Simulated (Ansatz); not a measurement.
A run of Ansatz 0.2.0 is set up as follows.

File input.yaml:

```yaml
crystal:
  lattice:
    - [2.9003720726, 0.0, 0.0]
    - [-1.4501860363, 2.5117958953, 0.0]
    - [0.0, 0.0, 5.166274]
  atoms:
    - { symbol: Ta, position: [0.3333333333, 0.6666666667, 0.25] }
    - { symbol: Ta, position: [0.6666666667, 0.3333333333, 0.75] }
hamiltonian:
  xc: pbesol
  pseudopotentials: { kind: paw_fr }
magnetization:
  noncollinear: true
  spin_orbit: true
kpoints:
  mp_grid: { grid: [8, 8, 4] }
  band_path:
    path:
      - [[0.0, 0.0, 0.0], [0.5, 0.0, 0.0], [0.3333333333, 0.3333333333, 0.0], [0.0, 0.0, 0.0], [0.0, 0.0, 0.5], [0.5, 0.0, 0.5], [0.3333333333, 0.3333333333, 0.5], [0.0, 0.0, 0.5]]
      - [[0.5, 0.0, 0.5], [0.5, 0.0, 0.0]]
      - [[0.3333333333, 0.3333333333, 0.0], [0.3333333333, 0.3333333333, 0.5]]
    npoints: 14
scf:
  occupations: { method: fermi_dirac, width: 0.05 }
  n_extra_bands: 6
output:
  forces: true
  stress: true
  eigenvalues: true
  fatbands: true
  write_density: true
  write_potential: true
  elf: true
  volumetric_format: npy
```

Potentials or basis: Ansatz PAW.

The run is started by

```console
$ ansatz run input.yaml --threads 2 --pin off --max-ram 5632MiB --backend cpu --events-out ev --progress --plain --runs-dir out
```

Q: What does it give for the band gap on the k mesh?

A: None (metal or under the smearing width).

Q: Estimate the pressure.

A: -7.3 GPa.

Stress tensor (GPa, compression positive):
```
-7.07  0.00  0.00
 0.00 -7.07  0.00
 0.00  0.00 -7.71
```

Caveat: the PAW data sets come from PBE, with cores solved anew for the run's functional, which leaves a small shift of forces and pressure.
